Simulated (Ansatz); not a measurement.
# PBE against r2SCAN: Li3N, tensor shear ε_xy = −2.32 %

Start from Li₃N (space group P6/mmm, No. 191; a = 3.6344 Å, c = 3.8645 Å). Axes: x lies along a and z along c of the hexagonal cell.

(Cell as relaxed with PBE.)

Levels (all Ansatz, a quantum-chemistry and plane-wave program, PAW): PBE (420 eV, without spin-orbit coupling); r2SCAN (500 eV, no spin-orbit coupling).

Each level relaxes its own structure.

```json
[
 {"base": "volume per atom", "PBE": "11.05 Å³", "r2SCAN": "10.88 Å³"},
 {"base": "lattice parameter a", "PBE": "3.634 Å", "r2SCAN": "3.610 Å"},
 {"base": "band gap", "PBE": "1.06 eV", "r2SCAN": "1.48 eV"}
]
```

Perturbation: tensor shear ε_xy = −2.32 % (engineering shear γ = -0.0464); the atoms relax in the strained cell.

| quantity | PBE | r2SCAN |
|---|---|---|
| valley order (the lowest conduction-band minima on the path, energy above the VBM, named in the base's zone) | Γ 1.03 eV; L (1/2, 1/2, 1/2) 1.06 eV; L (0, 1/2, 1/2) 1.16 eV; L (1/2, 0, 1/2) 1.26 eV | ___ |
| smallest direct gap | 1.23 eV | ___ |
| energy relative to the base (free energy F) | +3.4 meV/atom | ___ |

Problem. Given the PBE results, estimate those of r2SCAN.

Solution. 
- valley order (the lowest conduction-band minima on the path, energy above the VBM, named in the base's zone), r2SCAN: Γ 1.45 eV; L (1/2, 1/2, 1/2) 1.46 eV; L (0, 1/2, 1/2) 1.56 eV; L (1/2, 0, 1/2) 1.68 eV
- smallest direct gap, r2SCAN: 1.65 eV
- energy relative to the base (free energy F), r2SCAN: +3.7 meV/atom

Both order the valleys alike; PBE's smallest direct gap lies 0.42 eV below r2SCAN's; PBE's energy relative to the base lies 0.3 meV/atom below r2SCAN's. Neither level is exact; r2SCAN is the comparison here, not a measurement.

Stability against distortions was not tested.
